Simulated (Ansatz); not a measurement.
# Si2Mo (I4/mmm) in Ansatz: a series of runs

One crystal, Si2Mo, is run at these levels: revPBE+U, PBEsol+D3(BJ); tasks: ladder of functionals, phonons.

Program: Ansatz 0.2.0. These are calculated values, not measurements. Logs are shortened: lines on timing, memory, paths and dates and some standing lists are left out, and cuts for length are marked.

**1. Starting point**

It takes space group I4/mmm (No. 139, tetragonal). The conventional cell has a = 3.200 Å, b = 3.200 Å, c = 7.861 Å, α = 90.00°, β = 90.00°, γ = 90.00°. Mo (site symmetry 4/mmm) is surrounded by 10 Si at 2.62 Å. Around Si (site symmetry 4mm) lie 5 Si at 2.61 to 2.63 Å and 5 Mo at 2.62 Å.

**2. Ladder of functionals, revPBE+U (volume scaled by 0.96)**

The input, input.yaml:

```yaml
crystal:
  lattice: { a: 3.15675146, b: 3.15675146, c: 7.75475725, alpha: 90.0, beta: 90.0, gamma: 90.0 }
  space_group: 139
  reduce_to_primitive: true
  atoms:
    - { symbol: Mo, wyckoff: "2a", position: [0.0, 0.0, 0.0] }
    - { symbol: Si, wyckoff: "4e", position: [0.5, 0.5, 0.167] }
hamiltonian:
  xc: revpbe
  pseudopotentials: { kind: nc }
  hubbard:
    sites: [{ species: Mo, l: d, u_eff: 4.0 }]
    projectors: all-electron-atomic
kpoints:
  mp_grid: { grid: [12, 12, 12] }
scf:
  occupations: { method: fermi_dirac, width: 0.01 }
output:
  forces: true
  stress: true
  eigenvalues: true
  xc_energy_on_converged_density: [lda, pbe, pbesol, rpbe, blyp, r2scan]
```

Potentials or basis: Ansatz NC.

Command:

```sh
$ ansatz run input.yaml --threads 2 --pin off --max-ram 5120MiB --backend cpu --events-out ev --progress --plain --runs-dir out
```

Standard output:

```text
Warning: its header states that it serves every functional but a meta-GGA or a hybrid on one (`serves`), and output.xc_energy_on_converged_density lists r2scan: such an energy is of a file that was made and tested for others. Choose a file that serves it under hamiltonian.pseudopotentials (kind, source, accuracy or azcp)
Warning: its header states that it serves every functional but a meta-GGA or a hybrid on one (`serves`), and output.xc_energy_on_converged_density lists r2scan: such an energy is of a file that was made and tested for others. Choose a file that serves it under hamiltonian.pseudopotentials (kind, source, accuracy or azcp)
Warning: RAYON_NUM_THREADS=2 ignored (pool sized by the plan → 2); use --threads N
crystal.space_group: 139 is read as I4/mmm: the typed cell holds Mo2Si4 (Mo 2a, Si 4e). Least distances (Å): Mo–Mo 3.157, Mo–Si 2.581, Si–Si 2.577
crystal.space_group generates its sites in this order, which a site index counts, at these fractional coordinates of the primitive cell where crystal.reduce_to_primitive is true, and else of the cell that is read (crystal.supercell repeats the list replica by replica, and crystal.defects acts on that): 0: Mo [0.000000, 0.000000, 0.000000]; 1: Si [0.667000, 0.667000, 0.000000]; 2: Si [0.333000, 0.333000, 0.000000];
basis.fft_grid_basis auto: the FFT boxes are laid along the combinations [[1, 0, 1], [0, 1, 1], [0, 0, 1]] of the cell's own vectors, 3.157, 3.157 and 4.474 Å long. The dense box has 36×36×50 points. Along the cell's own vectors, as sized, it would have 50×50×50, 1.93 times as many. Of the 16 symmetry operations that the crystal satisfies within crystal.symmetry.tolerance (time reversal apart; of a slab, those that keep its plane) the dense box along the cell's own vectors carries 16, and the one as laid loses 12 of those. basis.fft_grid_basis: typed keeps the cell's own vectors: state it where this run's energies or levels are differenced outside the engine with another run's, or held beside a run that keeps those vectors.
Engine: ansatz 0.2.0, aarch64-unknown-linux-gnu
Pseudopotentials: kind: nc
Pseudopotential: Mo, nc, valence charge 14, recommended cutoff 1088.45545 eV (normal), Mo.nc.azcp
Pseudopotential: Si, nc, valence charge 4, recommended cutoff 489.804952 eV (normal), Si.nc.azcp
Functional definition: revPBE
  parameter kappa = 1.245
  parameter beta = 0.06672455060314922
  exchange = pbe_x(kappa = kappa, mu = beta*pi^2/3)
  correlation = pbe_c(beta = beta)
Crystal: 3 atoms, lattice volume = 38.638 Å³
Basis set: ecut = 1088.45545 eV, 3085 PW (Γ), FFT grids on a1+a3, a2+a3, a3, exchange–correlation on 72×72×100 points (8 copies of the dense FFT grid, shifted against one another)
Bands: 15, of which v1, the nominal top of the filled ones, is band 11 counted from 1 (10 counted from 0)
Symmetry: 16 space group operations
Space group: I4/mmm (ITA 139), of the structure as read, at distance tolerance 3.4e-5 Å
k-points: 163 of 1728
Non-local potential: Mo, projectors of the file, l = 0: 2, l = 1: 2, l = 2: 2, l = 3: 1
Non-local potential: Si, projectors of the file, l = 0: 2, l = 1: 2, l = 2: 2
Initial density: superposition of atomic densities (chi_scale 0.1, normalization cell, long waves kept (reshape's long-wave potential 0.00 eV rms))
Initial wavefunctions: pseudopotential atomic-orbital guess
Functional: x = revpbe(κ = 1.245, μ = 0.2195149727645171), c = pbe(β = 0.06672455060314922)
Listed functional: x = slater, c = lda
Listed functional: x = pbe(κ = 0.804, μ = 0.2195149727645171), c = pbe(β = 0.06672455060314922)
Listed functional: x = pbesol(κ = 0.804, μ = 0.12345679012345678), c = pbesol(β = 0.046)
Listed functional: x = rpbe, c = pbe(β = 0.06672455060314922)
Listed functional: x = b88, c = lyp
Listed functional: x = r2scan, c = r2scan; τ floored in thin density (d = 2e-4 eV/Å³)
SCF iter   1: F=—  HF=-2139.879717 eV  |F-HF|=—  |Δ(HF+E_count)|=         —  Δρ=9.31e-2  dr2=4.80e0  ethr=3.10e-3  ⟨swp⟩=6.2  Hψ=15417  notcnv=0
preconditioner: auto → Kerker (q_TF=auto, 2.484 Å⁻¹)  [metal: Δε(μ)=0.022 eV  Ē_g=8.343 eV  σ=0.010 eV  W_gap=0.47  n_scr=10 (ndim 8)  ℏωp=22.4 eV  f_vac=0.000  D(μ)=0.24/eV (n_scr^D=0)]
SCF iter   2: F=—  HF=-2139.609041 eV  |F-HF|=—  |Δ(HF+E_count)|=   2.71e-1  Δρ=3.01e-2  dr2=2.06e-1  ethr=3.10e-3  ⟨swp⟩=3.0  Hψ=6638  notcnv=0  defer=9
SCF iter   3: F=—  HF=-2140.098454 eV  |F-HF|=—  |Δ(HF+E_count)|=   4.89e-1  Δρ=1.83e-2  dr2=1.68e-1  ethr=9.38e-4  ⟨swp⟩=2.1  Hψ=3903  notcnv=0  defer=9
SCF iter   4: F=—  HF=-2140.124992 eV  |F-HF|=—  |Δ(HF+E_count)|=   2.65e-2  Δρ=7.49e-3  dr2=2.28e-2  ethr=7.65e-4  ⟨swp⟩=2.1  Hψ=3840  notcnv=0  defer=6
SCF iter   5: F=—  HF=-2140.133970 eV  |F-HF|=—  |Δ(HF+E_count)|=   8.98e-3  Δρ=1.66e-3  dr2=8.40e-4  ethr=1.04e-4  ⟨swp⟩=2.4  Hψ=3975  notcnv=0  defer=6
SCF iter   6: F=—  HF=-2140.134512 eV  |F-HF|=—  |Δ(HF+E_count)|=   5.42e-4  Δρ=2.50e-4  dr2=2.76e-5  ethr=3.82e-6  ⟨swp⟩=2.5  Hψ=4186  notcnv=0  defer=5
SCF iter   7: F=—  HF=-2140.134520 eV  |F-HF|=—  |Δ(HF+E_count)|=   8.18e-6  Δρ=2.50e-5  dr2=1.43e-7  ethr=1.25e-7  ⟨swp⟩=2.6  Hψ=3814  notcnv=0  defer=5
SCF iter   8: F=-2140.134520 eV  HF=-2140.134520 eV  |F-HF|=1.12e-8  |Δ(HF+E_count)|=   6.74e-8  Δρ=6.23e-6  dr2=1.42e-8  ethr=4.55e-10  ⟨swp⟩=7.2  Hψ=13810  notcnv=0
SCF 1 converged in 8 iterations: F = -2140.134520 eV  dr2 = 1.42e-8
SCF converged after 8 iterations
Free energy (F): -2140.134520 eV
Harris-Foulkes:  -2140.134520 eV  (|F-HF|=1.12e-8)
Internal energy: -2140.134437 eV  (E = F + TS)
E sigma→0 (E₀):  -2140.134478 eV
Entropy (-TS):   -0.000083 eV (-0.028 meV/atom)
Fermi energy:    16.486383 eV
--- Per-component energies (eV) ---
  E_band       = -30.460293
  E_kinetic    = 706.821847
  E_local      = -1428.584598  (includes V_loc(G=0)·N_el)
  E_nonlocal   = 274.022079
  E_hartree    = 407.109855
  E_xc         = -372.131146
  E_vxc        = -388.797478  (∫ρ·V_xc dr)
  E_hubbard    = 3.543265  (on-site DFT+U / exact-exchange correction)
  E_vhub       = -8.137601  (the Hubbard potential's part of the band-sum identity)
  E_ewald      = -1730.915738
  E_smearing   = -0.000083  (= −TS)
  E_closure    = 0.000000  (closes the sum)
  Σ components = -2140.134520   (vs F -2140.134520, Δ=0.00e0)
--- Forces (eV/Å), atoms counted from 1 ---
  atom   1  Mo    -0.00000000     0.00000000     0.00000000
  atom   2  Si     0.00000000     0.00000000    -0.67825416
  atom   3  Si     0.00000000    -0.00000000     0.67825416
  max |Σ_I F_I| component: 2.22e-16 eV/Å
--- Stress (GPa, compression-positive) ---
        6.245249       0.000000      -0.000000
        0.000000       6.245249       0.000000
       -0.000000       0.000000       3.930793
  P = ⅓ Tr σ = 5.4738 GPa (54.738 kbar)
--- E_xc of listed functionals on the converged density (eV per cell; not total energies) ---
  on the closing iteration's output density plus the core of the run's pseudopotentials (for a meta-GGA, its output tau too, plus the cores' where a run under it adds that), as the run's own E_xc is; on PAW an entry holds the one-centre parts besides; self-consistent for revpbe alone
  E_xc = -369.532405  lda
  E_xc = -371.863858  pbe
  E_xc = -369.662316  pbesol
  E_xc = -372.239298  rpbe
  E_xc = -364.322134  blyp
  E_xc = -382.452637  r2scan
--- Band table (eV; the first three rows and the last of 163) ---
  k-point 0: bands = ["-43.1602", "-17.3952", "-17.2564", "-17.2564", "2.9919", "9.6044", "13.3556", "13.4148", "13.4550", "13.4550", "16.8195", "19.7243", "20.1218", "20.6410", "20.6410"]
  k-point 1: bands = ["-43.1552", "-17.3916", "-17.2786", "-17.2757", "3.2035", "9.8442", "12.2444", "12.8851", "13.4436", "14.6855", "16.0105", "19.4986", "20.1892", "20.4228", "20.7566"]
  k-point 2: bands = ["-43.1451", "-17.3812", "-17.3362", "-17.3274", "3.7852", "10.4013", "11.3586", "11.7169", "13.7182", "14.4554", "15.3844", "19.1710", "20.4208", "20.5704", "20.9576"]
  k-point 162: bands = ["-43.1850", "-17.4286", "-17.2586", "-17.2586", "4.8651", "6.2519", "12.7930", "14.1807", "15.6748", "15.6748", "16.2427", "16.2427", "16.9779", "21.5974", "22.4271"]
Occupation matrices written to <dir>
```

Wall time 13 s (2 threads of Arm Neoverse V1, shared host); peak memory 0.8 GiB.

Results:

```
Free energy            : -2140.1345 eV
Pressure               : 5.5 GPa
Largest force          : 0.678 eV/Å
Band gap on the k mesh : none (metal or under the smearing width)
```

Forces in eV/Å, atoms in the order of the input:
```
Mo   0.000  0.000  0.000
Si   0.000  0.000 -0.678
Si   0.000  0.000  0.678
```

Stress tensor (GPa, compression positive):
```
6.25 0.00 0.00
0.00 6.25 0.00
0.00 0.00 3.93
```

Eigenvalues of the final occupation matrices:
```csv
site,spin,trace,eigenvalues
site 1,1,3.81,0.65 0.72 0.81 0.81 0.82
```

Caveat: the potentials were made for another functional, which shifts forces and pressure; U without spin polarisation on a metal has little footing; the U is typed as a test and isn't derived for this compound.

**3. Phonons, PBEsol+D3(BJ)**

The input, input.yaml:

```yaml
crystal:
  lattice:
    - [-1.6, 1.6, 3.9305]
    - [1.6, -1.6, 3.9305]
    - [1.6, 1.6, -3.9305]
  atoms:
    - { symbol: Mo, position: [0.0, 0.0, 0.0] }
    - { symbol: Si, position: [0.667, 0.667, 0.0] }
    - { symbol: Si, position: [0.333, 0.333, 0.0] }
hamiltonian:
  xc: pbesol
  pseudopotentials: { kind: paw }
  dispersion: d3bj
kpoints:
  mp_grid: { grid: [10, 10, 10] }
scf:
  occupations: { method: methfessel_paxton, width: 0.1 }
phonons:
  method: dfpt
```

Potentials or basis: Ansatz PAW.

Command:

```sh
$ ansatz run input.yaml --threads 2 --pin off --max-ram 5120MiB --backend cpu --events-out ev --progress --plain --runs-dir out
```

Standard output:

```text
Warning: RAYON_NUM_THREADS=2 ignored (pool sized by the plan → 2); use --threads N
zone centre: on kpoints.mp_grid the ground state, and the responses unless they are solved on pairs of k-points, stand on 171 of the mesh's 1000 k-points, reduced under 4 symmetry operations, with k and −k counted as one. Each operation leaves every solved displacement unchanged or reverses it
[... 1 set-up line as earlier in the session ...]
Pseudopotentials: kind: paw
Pseudopotential: Mo, paw, valence charge 14, recommended cutoff 420 eV (normal), Mo.paw.azcp
Pseudopotential: Si, paw, valence charge 4, recommended cutoff 420 eV (normal), Si.paw.azcp
Functional definition: PBEsol
  exchange = pbesol_x
  correlation = pbesol_c
Crystal: 3 atoms, lattice volume = 40.248 Å³
Basis set: ecut = 420 eV, 769 PW (Γ), exchange–correlation on 64×64×64 points (8 copies of the dense FFT grid, shifted against one another)
Bands: 15, of which v1, the nominal top of the filled ones, is band 11 counted from 1 (10 counted from 0)
[... 1 set-up line as earlier in the session ...]
k-points: 171 of 1000 (irreducible under 4 space group operations, time reversal used)
Non-local potential: Mo, projectors of the file, l = 0: 3, l = 1: 2, l = 2: 2, l = 3: 1
[... 1 set-up line as earlier in the session ...]
PAW form: soft (Blöchl's): semilocal exchange-correlation on the pseudo side does not see the compensation charge
PAW frozen core: Mo, regenerated for the run's functional, and the local potential with it (the file was generated under x = pbe(κ = 0.804, μ = 0.2195149727645171), c = pbe(β = 0.06672455060314922))
PAW frozen core: Si, regenerated for the run's functional, and the local potential with it (the file was generated under x = pbe(κ = 0.804, μ = 0.2195149727645171), c = pbe(β = 0.06672455060314922))
[... 27 lines left out ...]
  E_band       = -48.104669
  E_kinetic    = 531.070387
  E_local      = -1149.819037  (includes V_loc(G=0)·N_el)
  E_nonlocal   = 194.672258
  E_hartree    = 427.321318
  E_xc         = -296.590445
  E_vxc        = -328.537641  (∫ρ·V_xc dr)
  E_paw        = -4141.659131  (= ΣΔE_a)
  E_vpaw       = -150.133354  (= ΣTr[D̂ρ^β])
  E_aug_tail   = 0.000037  (compensation charges beyond the density's cutoff)
  E_ewald      = -1707.522119
  E_disp       = -1.583102  (pairwise vdW)
  E_core_change = 0.272421  (= ΣΔE_core)
  E_smearing   = -0.000465  (= −TS)
  E_closure    = 0.000000  (closes the sum)
  Σ components = -6143.837877   (vs F -6143.837877, Δ=0.00e0)
--- Band table (eV; the first three rows and the last of 171) ---
  k-point 0: bands = ["-44.7472", "-18.9428", "-18.8345", "-18.8345", "2.4358", "9.5427", "12.4339", "12.8400", "13.2340", "13.2340", "16.3136", "18.9666", "18.9735", "19.5293", "19.5293"]
  k-point 1: bands = ["-44.7436", "-18.9379", "-18.8588", "-18.8555", "2.7437", "9.8133", "11.6308", "12.5111", "12.9335", "14.0905", "15.2769", "18.2886", "19.2628", "19.4228", "19.6493"]
  k-point 2: bands = ["-44.7345", "-18.9254", "-18.9190", "-18.9100", "3.6232", "10.3700", "10.8865", "11.2114", "13.2362", "13.6075", "14.4296", "18.2972", "19.2993", "19.5561", "19.7384"]
  k-point 170: bands = ["-44.7466", "-18.9672", "-18.8362", "-18.8362", "4.2633", "5.8920", "12.3591", "13.5860", "15.3035", "15.3035", "15.3724", "15.3724", "16.4484", "20.5094", "21.0380"]
--- Phonons (Γ-DFPT): 4 representative perturbations + reference, on 171 of 1000 k-points (Σ response iterations 12) ---
  k mesh reduced under 4 symmetry operations, with k and −k counted as one. Each operation leaves every solved displacement unchanged or reverses it
  ASR residual: 5.233e-5 → 0.000e0 eV/Å²; symmetrization residual: 7.137e-6 eV/Å²
  pairwise dispersion correction: d3bj (s6 = 1.0, s8 = 2.9491, a1 = 0.4466, a2_bohr = 6.1742), with the weights of each atom's references fixed at the reference crystal's, and the forces and stress that the weights' published response gives there kept as a pressure on the atom's counted neighbours (hamiltonian.dispersion)
  ASR residual per site (eV/Å²): 5.23e-5 8.99e-6 8.99e-6
  Γ frequencies (cm⁻¹): 0.00 0.00 0.00 265.70 265.70 311.88 329.85 329.85 409.38
  non-analytic LO–TO correction: not included (Born effective charges unavailable; polar crystals: no LO–TO splitting at Γ)
```

Wall time 30 s (2 threads of Arm Neoverse V1, shared host); peak memory 0.63 GiB.

Results:

```
Free energy                   : -6143.8379 eV
Band gap on the k mesh        : none (metal or under the smearing width)
Highest phonon frequency at Γ : 409 cm⁻¹
```

Levels at points of the mesh, in eV from the Fermi level:
```tsv
k point	band 8	band 9	band 10	band 11	band 12	band 13	band 14	band 15
(0.00, 0.00, 0.00)	-3.02	-2.62	-2.62	0.46	3.11	3.12	3.67	3.67
(0.00, 0.00, -0.50)	-5.23	-4.47	-3.04	-1.11	2.34	2.74	3.05	3.28
(0.00, -0.50, 0.00)	-4.43	-2.60	-2.47	-0.48	2.29	3.06	4.07	4.28
(0.00, -0.50, -0.50)	-4.43	-2.60	-2.47	-0.48	2.29	3.06	4.07	4.28
(-0.50, -0.50, -0.50)	-2.27	-0.55	-0.55	-0.48	-0.48	0.59	4.65	5.18
```

Phonon frequencies in cm⁻¹ (negative: imaginary):
| q point | frequencies |
| --- | --- |
| (0.000, 0.000, 0.000) | 0 0 0 266 266 312 330 330 409 |

Caveat: pairwise dispersion overbinds metals, which lowers pressure and volume; the PAW data sets come from PBE, with cores solved anew for the run's functional, which leaves a small shift of forces and pressure.
